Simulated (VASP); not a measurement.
Runs of VASP 6.6.1 on BaS. Symmetry: Fm-3m, No. 225, cubic system. The conventional cell has a = 6.451 Å, b = 6.451 Å, c = 6.451 Å, α = 90.00°, β = 90.00°, γ = 90.00°. Ba (site symmetry m-3m) has 6 S at 3.23 Å as nearest neighbours. S (site symmetry m-3m) is surrounded by 6 Ba at 3.23 Å. The cell is a database's computed one.

```tsv
task	level	potentials or basis	cell	k mesh	cutoff (eV)	mesh quality	gap on the mesh (eV)	pressure (GPa)	relaxed volume (Å³/atom)
single point	PBEsol	VASP PAW PBE potentials, release 64 (Ba_sv, S)	as given	8 × 8 × 8	520	not flagged	2.03	-1.7	-
relaxation of cell and atoms	RPBE	VASP PAW PBE potentials, release 64 (Ba_sv, S)	relaxed	8 × 8 × 8	600	not flagged	2.36	0.0	34.95
relaxation of cell and atoms	PBEsol	VASP PAW PBE potentials, release 64 (Ba_sv, S)	relaxed	4 × 4 × 4	600	coarse	1.96	0.0	32.24
relaxation of cell and atoms	PBEsol	VASP PAW PBE potentials, release 64 (Ba_sv, S)	relaxed	8 × 8 × 8	580	not flagged	1.96	0.0	32.20
relaxation of cell and atoms	PBEsol	VASP PAW PBE potentials, release 64 (Ba_sv, S)	relaxed	8 × 8 × 8	300	not flagged	1.96	0.0	(c)
relaxation of cell and atoms	PBEsol	VASP PAW PBE potentials, release 64 (Ba_sv, S)	relaxed	8 × 8 × 8	600	not flagged	1.96	0.0	32.20
relaxation of cell and atoms	LDA	VASP PAW LDA potentials, release 64 (Ba_sv, S)	relaxed	8 × 8 × 8	600	not flagged	(a)	0.0	(b)
```

Alike in all rows: no spin polarisation; smearing gaussian 0.02 eV.

**Question.** Estimate the missing entries.

**Answer.** (a) 1.83; (b) 31.30; (c) 32.15.

Caveats: some runs use coarse meshes; spin-orbit coupling is left out, which moves the levels of the heavy elements; the PAW data sets were made with another functional, which shifts forces and pressure a little (some runs); the cutoff is under 1.25 times the usual one of these potentials, so pressure, stress and relaxed cells hold a basis-set (Pulay) error (some runs).

A k mesh can miss the band edges, and the runs leave out spin-orbit coupling on Ba.

Runs at the PBE level aren't shown here.
